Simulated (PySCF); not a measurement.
Telling isomers of C₄H₂O₃ apart by NMR

- J: B3LYP/pcJ-1
- geometry: GFN2-xTB
- PBE0/pcSseg-1 with gauge-including orbitals
- program: PySCF
- non-relativistic, one computed conformer, rapidly exchanging positions averaged, no solvent

Scale: TMS for $^{1}$H and $^{13}$C (reference shieldings calculated alike). Multiplet labels drop J under 1 Hz and among equivalent protons, and merge close values. Unscaled 3J(H,H) run several per cent high. Shifts are as computed. Against solution values, carbons near 30 ppm lie about +3 ppm off and those near 130 ppm about +5 ppm. Of 1211 compounds with measured shifts, 218 miss one by over three times the rms of a fit or turn the order of signals round; such compounds aren't used in these exercises.

(1) Tabulate the signals of `O=COc1cc1=O`, `O=C1C=CC(=O)O1` and their relative energies.

(2) What is the quickest way to tell O=COc1cc1=O from O=C1C=CC(=O)O1?

## Answers

(1) 
```tsv
SMILES	carbon types	δC	δH	E rel. (kcal/mol)
O=COc1cc1=O	2×C 2×CH	166.9, 162.2, 139.0, 136.7	8.27 (d, 1H), 7.15 (d, 1H)	59.3
O=C1C=CC(=O)O1	2×C 2×CH	170.9, 144.0	6.93 (s, 2H)	0.0
```

Energies are electronic energies at PBE0/pcSseg-1 on these geometries, without zero-point or thermal terms, each for the one conformer computed, which needn't be the lowest.

(2) Count the carbon signals: 4 against 2. The first has a ring carbonyl carbon (C) at 139.0 ppm, the second a β carbon of a C=C–C=O unit (CH) at 144.0 ppm. Their most deshielded carbons lie at 166.9 and 170.9 ppm. In the proton spectra the most deshielded non-exchanging signals are 8.27 (d, J = 1.3 Hz, 1H) and 6.93 (s, 2H).
